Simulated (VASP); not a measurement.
## Si: relaxation of the atoms with LDA

Crystal: Si.

```
Si
1.0
     0.00000    1.90808    1.90808
     1.90808    0.00000    1.90808
     1.90808    1.90808    0.00000
Si
1
Cartesian
  1.9081 0.0000 1.9081
```

This isn't the form of Si at room conditions, which is diamond.

| Quantity | Value |
| --- | --- |
| Program | VASP 6.6.1 |
| Task | relaxation of the atoms |
| Functional | LDA |
| Potentials or basis | VASP PAW LDA potentials, release 64 (Si) |
| Cutoff | 600 eV |
| k mesh | 16 × 16 × 16 |
| Occupations | methfessel-paxton, width 0.1 eV |
| Spin | no spin polarisation |
| Further INCAR settings | ALGO = Normal; EDIFF = 1e-07; IBRION = 2; EDIFFG = -0.01; NSW = 40 |

| Property | Result |
| --- | --- |
| Pressure after relaxing | 0.0 GPa |
| Band gap on the k mesh | none (metal or under the smearing width) |

Final structure:
```
Si
1.0
     0.00000    1.90808    1.90808
     1.90808    0.00000    1.90808
     1.90808    1.90808    0.00000
Si
1
Cartesian
  0.0000 0.0000 0.0000
```

Levels at points of the mesh, in eV from the Fermi level:
```csv
k point,band 1,band 2,band 3,band 4,band 5
"(0.00, 0.00, 0.00)",-14.80,11.43,11.43,11.43,12.04
"(0.50, 0.00, 0.00)",-7.74,-7.19,8.78,8.78,10.94
"(0.50, 0.50, 0.00)",-5.54,-4.56,3.25,3.25,4.36
```

Wall time 6.4 s on 1 thread of AMD EPYC 9R45 (Zen 5), with other jobs on the host, peak memory 0.09 GiB.

Caveat: the relaxation stopped at its first step, so nothing moved.
